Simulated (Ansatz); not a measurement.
## NbAs under changes of volume

One of the cells (17.395 Å³/atom); the others are scaled copies at fixed shape and fractional positions:

```
CELL_PARAMETERS angstrom
-1.72585 1.72585 5.84000
1.72585 -1.72585 5.84000
1.72585 1.72585 -5.84000
ATOMIC_POSITIONS crystal
Nb 0.50000 0.00000 0.50000
Nb 0.75000 0.75000 0.00000
As 0.91600 0.41600 0.50000
As 0.16600 0.16600 0.00000
```

| Item | Value |
| --- | --- |
| Program | Ansatz 0.2.0 |
| Functional | LDA |
| Potentials or basis | all-electron LAPW, scalar-relativistic |
| Cutoff | 246 eV (chosen from the basis error) |
| Basis error allowed | 0.002 eV/atom |
| k mesh | 11 × 11 × 11 |
| Occupations | fermi-dirac, width 0.05 eV |
| Spin | no spin polarisation |

| volume (Å³/atom) | energy over the lowest point (meV/atom) | pressure (GPa) | largest force (eV/Å) |
| --- | --- | --- | --- |
| 16.351 | 8.33 | 6.0 | 0.357 |
| 16.699 | 0.00 | 1.7 | 0.328 |
| 17.047 | 0.49 | -2.1 | 0.300 |
| 17.395 | 8.88 | -5.5 | 0.275 |
| 17.743 | ? | ? | ? |
| 18.091 | 46.05 | -11.3 | 0.229 |
| 18.438 | 73.42 | -13.8 | 0.208 |

Task: What does the run at 17.743 Å³/atom give?

Result: Energy over the lowest point 24.31 meV/atom; pressure -8.6 GPa; largest force 0.251 eV/Å.

Worked out: A Birch-Murnaghan fit of order 3 (a polynomial in V^(-2/3)) to the other rows has its minimum at 16.85 Å³/atom with B0 = V·E''(V) = 187 GPa and B' = 4.3 at fixed shape and positions, which overstates the stiffness. It gives 24.30 meV/atom at 17.743 Å³/atom, against the run's 24.31, and -dE/dV = -8.6 GPa, against -8.6.

Energies are extrapolated to zero smearing.
